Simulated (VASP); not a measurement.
# C2H4 in VASP: notebook, part 2 of 2

VASP 6.6.1. Earlier steps stand in the parts before.

## 3. Single point, PBE

The input, INCAR:

```
SYSTEM = H2C
ALGO = Normal
EDIFF = 1E-6
ENCUT = 400
GGA = PE
ISIF = 2
ISMEAR = 0
ISYM = 0
LASPH = .TRUE.
LCHARG = .FALSE.
LREAL = .FALSE.
LWAVE = .FALSE.
NELM = 60
PREC = Accurate
SIGMA = 0.01
```

The input, KPOINTS:

```
k-points
0
G
  1 1 1
  0 0 0
```

The input, POSCAR:

```
H2C                                     
1.0
   13.0146151263      0.0000000000      0.0000000000
    0.0000000000     13.5146151263      0.0000000000
    0.0000000000      0.0000000000     14.0146151263
  C               H             
     2     4
Selective dynamics
Direct
     0.5432027012999967    0.4875295362000003    0.4812177697999971   F   F   F
     0.4557463640286073    0.5202657865661985    0.5192355659677074   T   T   T
     0.5651186702230939    0.4096132336611897    0.4843618238086328   T   T   T
     0.5968691103297031    0.5371520237344053    0.4452231535384664   T   T   T
     0.4342162623295124    0.5983133022806838    0.5158786262629017   T   T   T
     0.4023410632690648    0.4702679784634422    0.5551685940794859   T   T   T
```

Potentials or basis: VASP PAW PBE potentials, release 64 (C, H).

Launch:

```console
$ cat potpaw_PBE.64/C/POTCAR potpaw_PBE.64/H/POTCAR > POTCAR
$ mpirun -np 4 vasp_gam > vasp.out
```

OUTCAR:

```text
SYSTEM = H2C
   EDIFF = 1E-6
   ENCUT = 400
   GGA = PE
   ISIF = 2
   ISMEAR = 0
   ISYM = 0
   LASPH = .TRUE.
   LREAL = .FALSE.
   NELM = 60
   PREC = Accurate

 ion  position               nearest neighbor table
   1  0.543  0.488  0.481-   4 1.09   3 1.09   2 1.33
   2  0.456  0.520  0.519-   6 1.09   5 1.09   1 1.33
   3  0.565  0.410  0.484-   1 1.09
   4  0.597  0.537  0.445-   1 1.09
   5  0.434  0.598  0.516-   2 1.09
   6  0.402  0.470  0.555-   2 1.09

IMPORTANT INFORMATION: All symmetrisations will be switched off!
NOSYMM: (Re-)initialisation of all symmetry stuff for point group C_1.

----------------------------------------------------------------------------------------

                                     Primitive cell

  volume of cell :    2464.9958

  direct lattice vectors                    reciprocal lattice vectors
    13.014615126  0.000000000  0.000000000     0.076836694  0.000000000  0.000000000
     0.000000000 13.514615126  0.000000000     0.000000000  0.073993968  0.000000000
     0.000000000  0.000000000 14.014615126     0.000000000  0.000000000  0.071354082

  length of vectors
    13.014615126 13.514615126 14.014615126     0.076836694  0.073993968  0.071354082

  position of ions in fractional coordinates (direct lattice)
     0.543202701  0.487529536  0.481217770
     0.455746364  0.520265787  0.519235566
     0.565118670  0.409613234  0.484361824
     0.596869110  0.537152024  0.445223154
     0.434216262  0.598313302  0.515878626
     0.402341063  0.470267978  0.555168594

  ion indices of the primitive-cell ions
   primitive index   ion index
                 1           1
                 2           2
                 3           3
                 4           4
                 5           5
                 6           6

----------------------------------------------------------------------------------------

[... 69 lines left out ...]
   LORBIT       =      0    0 simple, 1 ext, 2 COOP (PROOUT), +10 PAW based schemes
   GGA     = PE    functional components
   LHFCALC =     F    Hartree Fock is set to
   AEXX    =    0.0000 exact exchange contribution
   IVDW    =     0    specifies the selected vdW correction
   LEPSILON=     F    determine dielectric tensor
   LRPA    =     F    only Hartree local field effects (RPA)
 non-spin polarized calculation
 Gauss-broadening in eV      SIGMA  =   0.01
  energy-cutoff  :      400.00
  volume of cell :     2465.00
 maximum number of plane-waves:     22382
 NGX is ok and might be reduce to    90
   NGX = 43   NGY = 45   NGZ = 45

 number of electron      11.9999999 magnetization

 Free energy of the ion-electron system (eV)
  ---------------------------------------------------
  ext. energy  EPLUGINS =         0.00000000
  ---------------------------------------------------
  free energy    TOTEN  =       -31.97571129 eV

  energy without entropy =      -31.97571129  energy(sigma->0) =      -31.97571129

 E-fermi :  -6.6317     XC(G=0):  -0.4018

 val. band max:       -6.6857639463   @ k =   0.0000   0.0000   0.0000
 cond. band min:      -1.0061783540   @ k =   0.0000   0.0000   0.0000
 fundamental gap:      5.6795855924
 Fermi energy:        -6.6317172045

 k-point     1 :       0.0000    0.0000    0.0000
  band No.  band energies     occupation
      1     -18.7200      2.00000
      2     -14.1279      2.00000
      3     -11.3651      2.00000
      4     -10.0971      2.00000
      5      -8.4129      2.00000
      6      -6.6858      2.00000
      7      -1.0062      0.00000
      8      -0.3487      0.00000
      9       0.3247      0.00000
     10       0.3579      0.00000
     11       0.4315      0.00000
     12       0.6032      0.00000

------------------------ aborting loop because EDIFF is reached ----------------------------------------

  FORCE on cell =-STRESS in cart. coord.  units (eV):
  Direction    XX          YY          ZZ          XY          YZ          ZX
  --------------------------------------------------------------------------------------
  -------------------------------------------------------------------------------------
  Total       -0.4303895     -0.4979996     -0.5319028     -0.0383628      0.0066316     -0.0645022
  in kB       -0.2797410     -0.3236856     -0.3457217     -0.0249347      0.0043104     -0.0419246
  external PRESSURE =      -0.3163828 kB  Pullay stress =       0.0000000 kB

 VOLUME and BASIS-vectors are now :
 -----------------------------------------------------------------------------
  energy-cutoff  :      400.00
  volume of cell :     2465.00
      direct lattice vectors                 reciprocal lattice vectors
    13.014615126  0.000000000  0.000000000     0.076836694  0.000000000  0.000000000
     0.000000000 13.514615126  0.000000000     0.000000000  0.073993968  0.000000000
     0.000000000  0.000000000 14.014615126     0.000000000  0.000000000  0.071354082

 POSITION                                       TOTAL-FORCE (eV/Angst)
 -----------------------------------------------------------------------------------
      7.06957      6.58877      6.74408         0.035918     -0.014344     -0.016519
      5.93136      7.03119      7.27689         0.002449     -0.000771     -0.001147
      7.35480      5.53577      6.78814        -0.006303     -0.018244      0.006856
      7.76802      7.25940      6.23963         0.002858      0.019306     -0.005493
      5.65116      8.08597      7.22984        -0.022503     -0.013912      0.014569
      5.23631      6.35549      7.78047        -0.012418      0.027964      0.001733
 -----------------------------------------------------------------------------------
    total drift:                               -0.000196      0.000281     -0.000135

  FREE ENERGIE OF THE ION-ELECTRON SYSTEM (eV)
  ---------------------------------------------------
  free  energy   TOTEN  =       -31.9757112891 eV

  energy  without entropy=      -31.9757112891  energy(sigma->0) =      -31.97571129
```

OSZICAR:

```text
N       E                     dE             d eps       ncg     rms          rms(c)
DAV:   1     0.100809471862E+03    0.10081E+03   -0.22648E+03    32   0.396E+02
DAV:   2    -0.781629819290E+01   -0.10863E+03   -0.10821E+03    44   0.842E+01
DAV:   3    -0.339121049235E+02   -0.26096E+02   -0.26066E+02    40   0.684E+01
[... 15 lines left out ...]
DAV:  19    -0.319756799048E+02   -0.19411E-04   -0.83727E-07    28   0.493E-03    0.176E-03
DAV:  20    -0.319757027097E+02   -0.22805E-04   -0.51515E-07    32   0.336E-03    0.740E-04
DAV:  21    -0.319757067294E+02   -0.40197E-05   -0.46356E-08    32   0.941E-04    0.358E-04
DAV:  22    -0.319757103178E+02   -0.35884E-05   -0.86106E-08    28   0.119E-03    0.219E-04
DAV:  23    -0.319757112891E+02   -0.97125E-06   -0.10772E-08    28   0.484E-04
   1 F= -.31975711E+02 E0= -.31975711E+02  d E =-.116269E-14
```

Wall time 34 s (4 MPI ranks of Intel Xeon 6975P-C (Granite Rapids), shared host); peak memory 0.46 GiB.

Results:

```yaml
Free_energy: -31.9757 eV
Largest_force: 0.042 eV/Å
Gap_between_the_frontier_levels: 5.68 eV
```

Forces in eV/Å, atoms in the order of the input:
```
C    0.036 -0.014 -0.017
C    0.002 -0.001 -0.001
H   -0.006 -0.018  0.007
H    0.003  0.019 -0.005
H   -0.023 -0.014  0.015
H   -0.012  0.028  0.002
```

Caveat: the cutoff is under 1.25 times the usual one of these potentials, so pressure, stress and relaxed cells hold a basis-set (Pulay) error.

## 4. Single point, RPBE

INCAR: that of step 3 with these lines changed.

```diff
@@ -4,3 +4,3 @@
 ENCUT = 400
-GGA = PE
+GGA = RP
 ISIF = 2
```

KPOINTS is that of step 3.

POSCAR is that of step 3.

Potentials or basis: VASP PAW PBE potentials, release 64 (C, H).

Launch:

```console
$ cat potpaw_PBE.64/C/POTCAR potpaw_PBE.64/H/POTCAR > POTCAR
$ mpirun -np 4 vasp_gam > vasp.out
```

OUTCAR:

```text
SYSTEM = H2C
   EDIFF = 1E-6
   ENCUT = 400
   GGA = RP
   ISIF = 2
   ISMEAR = 0
   ISYM = 0
   LASPH = .TRUE.
   LREAL = .FALSE.
   NELM = 60
   PREC = Accurate

 ion  position               nearest neighbor table
   1  0.543  0.488  0.481-   4 1.09   3 1.09   2 1.33
   2  0.456  0.520  0.519-   6 1.09   5 1.09   1 1.33
   3  0.565  0.410  0.484-   1 1.09
   4  0.597  0.537  0.445-   1 1.09
   5  0.434  0.598  0.516-   2 1.09
   6  0.402  0.470  0.555-   2 1.09

IMPORTANT INFORMATION: All symmetrisations will be switched off!
NOSYMM: (Re-)initialisation of all symmetry stuff for point group C_1.

----------------------------------------------------------------------------------------

                                     Primitive cell

  volume of cell :    2464.9958

  direct lattice vectors                    reciprocal lattice vectors
    13.014615126  0.000000000  0.000000000     0.076836694  0.000000000  0.000000000
     0.000000000 13.514615126  0.000000000     0.000000000  0.073993968  0.000000000
     0.000000000  0.000000000 14.014615126     0.000000000  0.000000000  0.071354082

  length of vectors
    13.014615126 13.514615126 14.014615126     0.076836694  0.073993968  0.071354082

  position of ions in fractional coordinates (direct lattice)
     0.543202701  0.487529536  0.481217770
     0.455746364  0.520265787  0.519235566
     0.565118670  0.409613234  0.484361824
     0.596869110  0.537152024  0.445223154
     0.434216262  0.598313302  0.515878626
     0.402341063  0.470267978  0.555168594

  ion indices of the primitive-cell ions
   primitive index   ion index
                 1           1
                 2           2
                 3           3
                 4           4
                 5           5
                 6           6

----------------------------------------------------------------------------------------

 KPOINTS: k-points

Automatic generation of k-mesh.
 Grid dimensions read from file:
 generate k-points for:    1    1    1

 Generating k-lattice:

  Cartesian coordinates                     Fractional coordinates (reciprocal lattice)
     0.076836694  0.000000000  0.000000000     1.000000000  0.000000000  0.000000000
     0.000000000  0.073993968  0.000000000     0.000000000  1.000000000  0.000000000
     0.000000000  0.000000000  0.071354082     0.000000000  0.000000000  1.000000000

  Length of vectors
     0.076836694  0.073993968  0.071354082

  Shift w.r.t. Gamma in fractional coordinates (k-lattice)
     0.000000000  0.000000000  0.000000000

 Subroutine IBZKPT returns following result:
 ===========================================

 Found      1 irreducible k-points:

 Following reciprocal coordinates:
            Coordinates               Weight
  0.000000  0.000000  0.000000      1.000000
   k-points           NKPTS =      1   k-points in BZ     NKDIM =      1   number of bands    NBANDS=     12
   number of dos      NEDOS =    301   number of ions     NIONS =      6
   total plane-waves  NPLWV = 777600
   dimension x,y,z NGX =    90 NGY =   90 NGZ =   96
   dimension x,y,z NGXF=   180 NGYF=  180 NGZF=  192
   ions per type =               2   4
   NGX,Y,Z   is equivalent  to a cutoff of  11.50, 11.07, 11.39 a.u.
   NGXF,Y,Z  is equivalent  to a cutoff of  22.99, 22.14, 22.78 a.u.
 SYSTEM =  H2C
   PREC   = accura    normal or accurate (medium, high low for compatibility)
   ISTART =      0    job   : 0-new  1-cont  2-samecut
   ICHARG =      2    charge: 1-file 2-atom 10-const
   ISPIN  =      1    spin polarized calculation?
   LNONCOLLINEAR =      F non collinear calculations
   LSORBIT =      F    spin-orbit coupling
   LASPH  =      T    aspherical Exc in radial PAW
   ENCUT  =  400.0 eV  29.40 Ry    5.42 a.u.  21.22 22.04 22.85*2*pi/ulx,y,z
   NELM   =     60;   NELMIN=  2; NELMDL= -5     # of ELM steps
   EDIFF  = 0.1E-05   stopping-criterion for ELM
   LREAL  =      F    real-space projection
   EDIFFG = 0.1E-04   stopping-criterion for IOM
   NSW    =      0    number of steps for IOM
   IBRION =     -1    ionic relax: 0-MD 1-quasi-New 2-CG
   NFREE  =      0    steps in history (QN), initial steepest desc. (CG)
   ISIF   =      2    stress and relaxation
   ISYM   =      0    0-nonsym 1-usesym 2-fastsym
   POTIM  = 0.5000    time-step for ionic-motion
   TEBEG  =    0.0;   TEEND  =   0.0 temperature during run
   PSTRESS=    0.0 pullay stress
   NELECT =      12.0000    total number of electrons
   NUPDOWN=      -1.0000    fix difference up-down
   EMIN   =  10.00;   EMAX   =-10.00  energy-range for DOS
   EFERMI =   0.00;   METHOD = LEGACY
   ISMEAR =     0;   SIGMA  =   0.01  broadening in eV -4-tet -1-fermi 0-gaus
   EFERMI_NEDOS =   21; number of points for ismear=-14 and -15
   IALGO  =     38    algorithm
   IMIX   =      4    mixing-type and parameters
     AMIX     =   0.40;   BMIX     =  1.00
     AMIX_MAG =   1.60;   BMIX_MAG =  1.00
  volume/ion in A,a.u.               =     410.83      2772.44
  Fermi-wavevector in a.u.,A,eV,Ry     =   0.277458  0.524319  1.047413  0.076983
  Thomas-Fermi vector in A             =   1.123187
   LORBIT       =      0    0 simple, 1 ext, 2 COOP (PROOUT), +10 PAW based schemes
   GGA     = RP    functional components
   LHFCALC =     F    Hartree Fock is set to
   AEXX    =    0.0000 exact exchange contribution
   IVDW    =     0    specifies the selected vdW correction
   LEPSILON=     F    determine dielectric tensor
   LRPA    =     F    only Hartree local field effects (RPA)
 non-spin polarized calculation
 Gauss-broadening in eV      SIGMA  =   0.01
  energy-cutoff  :      400.00
  volume of cell :     2465.00
 maximum number of plane-waves:     22382
 NGX is ok and might be reduce to    90
   NGX = 43   NGY = 45   NGZ = 45

 number of electron      11.9999999 magnetization

 Free energy of the ion-electron system (eV)
  ---------------------------------------------------
  ext. energy  EPLUGINS =         0.00000000
  ---------------------------------------------------
  free energy    TOTEN  =       -31.67606649 eV

  energy without entropy =      -31.67606649  energy(sigma->0) =      -31.67606649

 E-fermi :  -6.5853     XC(G=0):  -0.4109

 val. band max:       -6.6338203800   @ k =   0.0000   0.0000   0.0000
 cond. band min:      -0.9557482453   @ k =   0.0000   0.0000   0.0000
 fundamental gap:      5.6780721347
 Fermi energy:        -6.5853286422

 k-point     1 :       0.0000    0.0000    0.0000
  band No.  band energies     occupation
      1     -18.7586      2.00000
      2     -14.1561      2.00000
      3     -11.3498      2.00000
      4     -10.0718      2.00000
      5      -8.4266      2.00000
      6      -6.6338      2.00000
      7      -0.9557      0.00000
      8      -0.4143      0.00000
      9       0.2460      0.00000
     10       0.2892      0.00000
     11       0.4125      0.00000
     12       0.5589      0.00000

------------------------ aborting loop because EDIFF is reached ----------------------------------------

  FORCE on cell =-STRESS in cart. coord.  units (eV):
  Direction    XX          YY          ZZ          XY          YZ          ZX
  --------------------------------------------------------------------------------------
  -------------------------------------------------------------------------------------
  Total       -0.0415188     -0.3339200     -0.4137015     -0.1562495      0.0458932     -0.2347939
  in kB       -0.0269861     -0.2170385     -0.2688942     -0.1015577      0.0298293     -0.1526094
  external PRESSURE =      -0.1709729 kB  Pullay stress =       0.0000000 kB

 VOLUME and BASIS-vectors are now :
 -----------------------------------------------------------------------------
  energy-cutoff  :      400.00
  volume of cell :     2465.00
      direct lattice vectors                 reciprocal lattice vectors
    13.014615126  0.000000000  0.000000000     0.076836694  0.000000000  0.000000000
     0.000000000 13.514615126  0.000000000     0.000000000  0.073993968  0.000000000
     0.000000000  0.000000000 14.014615126     0.000000000  0.000000000  0.071354082

 POSITION                                       TOTAL-FORCE (eV/Angst)
 -----------------------------------------------------------------------------------
      7.06957      6.58877      6.74408         0.258080     -0.100675     -0.120486
      5.93136      7.03119      7.27689        -0.219399      0.085434      0.102674
      7.35480      5.53577      6.78814         0.012765     -0.051053      0.002728
      7.76802      7.25940      6.23963         0.033060      0.033014     -0.024416
      5.65116      8.08597      7.22984        -0.041782      0.018725      0.018843
      5.23631      6.35549      7.78047        -0.042724      0.014556      0.020658
 -----------------------------------------------------------------------------------
    total drift:                               -0.000200      0.000288     -0.000132

  FREE ENERGIE OF THE ION-ELECTRON SYSTEM (eV)
  ---------------------------------------------------
  free  energy   TOTEN  =       -31.6760664947 eV

  energy  without entropy=      -31.6760664947  energy(sigma->0) =      -31.67606649
```

It took 35 s on 4 MPI ranks of Intel Xeon 6975P-C (Granite Rapids), shared host; peak memory 0.46 GiB.

What came out:

```yaml
Free_energy: -31.6761 eV
Largest_force: 0.302 eV/Å
Gap_between_the_frontier_levels: 5.68 eV
```

Forces in eV/Å, atoms in the order of the input:
```
C    0.258 -0.101 -0.120
C   -0.219  0.085  0.103
H    0.013 -0.051  0.003
H    0.033  0.033 -0.024
H   -0.042  0.019  0.019
H   -0.043  0.015  0.021
```

Caveat: the cutoff is under 1.25 times the usual one of these potentials, so pressure, stress and relaxed cells hold a basis-set (Pulay) error; the PAW data sets were made with another functional, which shifts forces and pressure a little.

## 5. Summary

| task | level | cell | atoms held fixed (from 0) | gap on the mesh (eV) | largest force (eV/Å) |
| --- | --- | --- | --- | --- | --- |
| relaxation of the atoms | PBE+D3(BJ) | atoms relaxed | [0] | 5.68 | - |
| single point | PBE | P1, 410.83 Å³/atom | - | 5.68 | 0.04 |
| single point | RPBE | P1, 410.83 Å³/atom | - | 5.68 | 0.30 |

Alike in all rows: potentials or basis VASP PAW PBE potentials, release 64 (C, H); no spin polarisation; k mesh 1 × 1 × 1; cutoff (eV) 400; smearing gaussian 0.01 eV.

Caveats: the cutoff is under 1.25 times the usual one of these potentials, so pressure, stress and relaxed cells hold a basis-set (Pulay) error; the PAW data sets were made with another functional, which shifts forces and pressure a little (some runs).

Absolute energies hang on the potentials; compare differences alone.
